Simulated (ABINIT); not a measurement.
Runs of ABINIT 10.8.3 (patched build) on TaS2. The structure is trigonal, space group P-3m1 (No. 164). The conventional cell has a = 3.350 Å, b = 3.350 Å, c = 5.860 Å, α = 90.00°, β = 90.00°, γ = 120.00°. Ta (site symmetry -3m) is surrounded by 6 S at 2.43 Å. S (site symmetry 3m) has 3 Ta at 2.43 Å as nearest neighbours. 

| task | level | potentials or basis | k mesh | cutoff (eV) | fine-grid cutoff | mesh quality | gap on the mesh (eV) | pressure (GPa) | largest force (eV/Å) |
| --- | --- | --- | --- | --- | --- | --- | --- | --- | --- |
| single point | PBEsol | JTH PAW PBE v2.0 | 12 × 12 × 6 | 544 | 1088.46 eV | not flagged | none | 4.5 | 1.01 |
| single point | PBEsol | JTH PAW PBE v2.0 | 4 × 4 × 2 | 544 | 1088.46 eV | coarse | none | (a) | 0.97 |
| band structure | rPW86PBE | JTH PAW PBE v2.0 | 9 × 9 × 5 | 544 | 1088.46 eV | not flagged | none | (b) | 1.54 |
| single point | LDA | JTH PAW LDA v2.0 | 7 × 7 × 4 | 544 | 1088.46 eV | not flagged | none | 1.1 | 0.73 |
| single point | r2SCAN | JTH PAW PBE v2.0 | 5 × 5 × 3 | 653 | 1251.72 eV | coarse | none | 8.3 | 0.87 |
| single point | PBEsol | JTH PAW PBE v2.0 | 5 × 5 × 3 | 544 | 1088.46 eV | coarse | none | 4.8 | 0.89 |
| band structure | BLYP | JTH PAW PBE v2.0 | 9 × 9 × 5 | 544 | 1088.46 eV | not flagged | none | 15.2 | (c) |
| band structure | RPBE | JTH PAW PBE v2.0 | 9 × 9 × 5 | 544 | 1088.46 eV | not flagged | none | 11.7 | 1.31 |
| band structure | OLYP | JTH PAW PBE v2.0 | 9 × 9 × 5 | 544 | 1088.46 eV | not flagged | none | 8.1 | 0.74 |
| band structure | LDA | JTH PAW LDA v2.0 | 9 × 9 × 5 | 544 | 1088.46 eV | not flagged | none | 1.2 | 0.76 |
| band structure | PW91 | JTH PAW PBE v2.0 | 9 × 9 × 5 | 544 | 1088.46 eV | not flagged | none | 9.0 | 1.22 |
| single point | LDA | JTH PAW LDA v2.0 | 4 × 4 × 2 | 544 | 1088.46 eV | coarse | none | 1.8 | 0.72 |

Alike in all rows: no spin polarisation; cell as given; smearing fermi-dirac 0.05 eV.

Q: Estimate the missing entries.

A: (a) 5.1; (b) 14.1; (c) 1.47.

Caveats: some runs use coarse meshes; the PAW data sets were made with another functional, which shifts forces and pressure a little (some runs); this functional lacks dispersion, which binds the layers, so the pressure and a relaxed spacing across them are unreliable (some runs); spin-orbit coupling is left out, which moves the levels of the heavy elements (some runs); so large a pressure means that the cell lies far from this level's equilibrium, or that cutoff or potentials fall short (some runs); the potentials were made for another functional, which shifts forces and pressure (some runs).

A k mesh can miss the band edges, and the runs leave out spin-orbit coupling on Ta.

A gap of «none» marks a metal or a gap under the smearing width.

Runs at the PBE level aren't shown here.
